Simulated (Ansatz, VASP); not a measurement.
# Two plane-wave programs on SrO

File POSCAR:

```
SrO
1.0
    0.0000000000      2.5803147778      2.5803147778
    2.5803147778      0.0000000000      2.5803147778
    2.5803147778      2.5803147778      0.0000000000
Sr O
1 1
Direct
    0.5000000000      0.5000000000      0.5000000000
    0.0000000000      0.0000000000      0.0000000000
```

Contents of INCAR.step1:

```
SYSTEM = SrO
  PREC = Accurate
  ENCUT = 520
  ISMEAR = 0
  SIGMA = 0.01
  LREAL = .False.
  LASPH = .True.
  NELM = 60
  NBANDS = 15
  GGA = PE
  ALGO = Normal
  EDIFF = 1E-4
  LWAVE = .True.
  LCHARG = .False.
```

The input INCAR.step2:

```
SYSTEM = SrO
  PREC = Accurate
  ENCUT = 520
  EDIFF = 1E-6
  ISMEAR = 0
  SIGMA = 0.01
  LREAL = .False.
  LASPH = .True.
  NELM = 60
  ALGO = Normal
  ISIF = 2
  LWAVE = .False.
  LCHARG = .True.
  METAGGA = R2SCAN
  LMIXTAU = .True.
  LELF = .True.
  LVHAR = .True.
  NBANDS = 15
  ISTART = 1
```

File KPOINTS:

```
regular mesh
0
Gamma
  8 8 8
  0 0 0
```

Input for Ansatz:

```yaml
crystal:
  lattice:
    - [0.0, 2.58031477776, 2.58031477776]
    - [2.58031477776, 0.0, 2.58031477776]
    - [2.58031477776, 2.58031477776, 0.0]
  atoms:
    - { symbol: Sr, position: [0.5, 0.5, 0.5] }
    - { symbol: O, position: [0.0, 0.0, 0.0] }
kpoints:
  mp_grid: { grid: [8, 8, 8] }
scf:
  occupations: { method: fixed }
hamiltonian:
  xc: r2scan
  pseudopotentials: { kind: paw }
output:
  forces: true
  stress: true
  eigenvalues: true
  eigenstates:
    nscf_kmesh: { grid: [14, 14, 14] }
    de_dk: true
    e_range: [-9, 13.7995115381]
  optics:
    e_range: [0, 25]
    de: 0.2
    sigma: 0.15
    bands: { spectra_wanted_up_to: 25 }
    nscf_kmesh: { grid: [14, 14, 14] }
checkpoint:
  write: ck
  write_wavefunctions: false
```

Alike in both runs: task single point; functional r2SCAN; k mesh 8 × 8 × 8; no spin polarisation.

|  | VASP | Ansatz |
| --- | --- | --- |
| version | VASP 6.6.1 | Ansatz 0.2.0 |
| potentials or method | VASP PAW PBE potentials, release 64 (Sr_sv, O) | PAW with Ansatz's default frozen-core files, scalar-relativistic |
| plane-wave cutoff (eV) | 520 | 500 |
| occupations | gaussian, width 0.01 eV | fixed |
| valence electrons in the cell | 16 | 16 |

|  | VASP | Ansatz | Ansatz less VASP |
| --- | --- | --- | --- |
| gap on the k mesh at the Fermi level (eV) | 3.75 | 3.80 | +0.052 |
| pressure (GPa) | 0.5 | 0.0 | -0.52 |

Caveats: the PAW data sets were made with another functional, which shifts forces and pressure a little (VASP). A k mesh can miss the band edges. r2SCAN opens gaps a little over a GGA but as a rule still falls short of measured ones.
